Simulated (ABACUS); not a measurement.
Mg under changes of volume

One of the cells (22.607 Å³/atom); the others are scaled copies at fixed shape and fractional positions:

```xyz
1
Lattice="0.0000 2.2443 2.2443 2.2443 0.0000 2.2443 2.2443 2.2443 0.0000" Properties=species:S:1:pos:R:3 pbc="T T T"
Mg    0.0000    0.0000    0.0000
```

This isn't the form of Mg at room conditions, which is hcp.

```yaml
Program: ABACUS 3.10.1
Functional: PBE
Potentials_or_basis: PseudoDojo NC SR 0.4.1 PBE standard
Cutoff: 1361 eV
Density_cutoff: 5442 eV
Basis: DZP LCAO (the cutoffs set its grid)
k_mesh: 10 × 10 × 10
Occupations: fermi-dirac, width 0.05 eV
Spin: no spin polarisation
```

| volume (Å³/atom) | energy over the lowest point (meV/atom) | pressure (GPa) |
| --- | --- | --- |
| 21.251 | 25.99 | 4.3 |
| 21.703 | ? | ? |
| 22.155 | 7.80 | 2.2 |
| 22.607 | 2.79 | 1.3 |
| 23.059 | 0.15 | 0.5 |
| 23.512 | 0.00 | -0.2 |
| 23.964 | 1.59 | -0.9 |

Task: What does the run at 21.703 Å³/atom give?

Result: Energy over the lowest point 15.31 meV/atom; pressure 3.2 GPa.

Worked out: A Birch-Murnaghan fit of order 3 (a polynomial in V^(-2/3)) to the other rows has its minimum at 23.35 Å³/atom with B0 = V·E''(V) = 38 GPa and B' = 3.6. It gives 15.43 meV/atom at 21.703 Å³/atom, against the run's 15.31, and -dE/dV = 3.2 GPa, against 3.2.

Energies are extrapolated to zero smearing.

Caveats: the atomic orbitals were generated for these runs and aren't a published set; the basis of atomic orbitals isn't converged, which shifts pressures, moduli and gaps.
